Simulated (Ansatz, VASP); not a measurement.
One calculation of Ru, two programs

Contents of INCAR:

```
SYSTEM = Ru
PREC = Accurate
ENCUT = 520
EDIFF = 1E-6
ISMEAR = 0
SIGMA = 0.15
LREAL = .FALSE.
LASPH = .TRUE.
NELM = 80
ALGO = Fast
ISIF = 2
LWAVE = .FALSE.
LCHARG = .FALSE.
GGA = PS
NBANDS = 21
```

Contents of KPOINTS:

```
Automatic mesh
0
G
  18 18 10
  0 0 0
```

File POSCAR:

```
Ru
1.0
    2.8027000000      0.0000000000      0.0000000000
   -1.4013500000      2.4272093992      0.0000000000
    0.0000000000      0.0000000000      3.9462000000
Ru
2
Direct
    0.3333333333      0.6666666667      0.2500000000
    0.6666666667      0.3333333333      0.7500000000
```

Input for Ansatz:

```yaml
crystal:
  lattice:
    - [2.8027, 0.0, 0.0]
    - [-1.40135, 2.4272093992, 0.0]
    - [0.0, 0.0, 3.9462]
  atoms:
    - { symbol: Ru, position: [0.3333333333, 0.6666666667, 0.25] }
    - { symbol: Ru, position: [0.6666666667, 0.3333333333, 0.75] }
basis:
  ecutwfc: 420
kpoints:
  mp_grid: { grid: [18, 18, 10] }
hamiltonian:
  xc: pbesol
  pseudopotentials: { kind: paw, azcp: { folder: soft_1 } }
scf:
  occupations: { method: gaussian, width: 0.15 }
output:
  forces: true
  stress: true
  eigenvalues: true
```

Alike in both runs: task single point; functional PBEsol; k mesh 18 × 18 × 10; occupations gaussian, width 0.15 eV; no spin polarisation.

|  | VASP | Ansatz |
| --- | --- | --- |
| version | VASP 6.6.1 | Ansatz 0.2.0 |
| potentials or method | VASP PAW PBE potentials, release 64 (Ru_pv) | scalar-relativistic, plane waves, PAW |
| plane-wave cutoff (eV) | 520 | 420 |
| valence electrons in the cell | 28 | 32 |

Ansatz gave:

```
gap on the k mesh at the Fermi level (eV)       : none
pressure (GPa)                                  : 3.9
largest component of the traceless stress (GPa) : 32.41
```

Estimate VASP's values.

gap on the k mesh at the Fermi level (eV): none; pressure (GPa): 3.8; largest component of the traceless stress (GPa): 32.39.

A gap of «none» marks a metal or a gap that the smearing closes. The two sets of potentials don't hold the same shells in valence. Ansatz warned: «pseudo_functional_mismatch».

Caveats: the PAW data sets were made with another functional, which shifts forces and pressure a little (VASP).
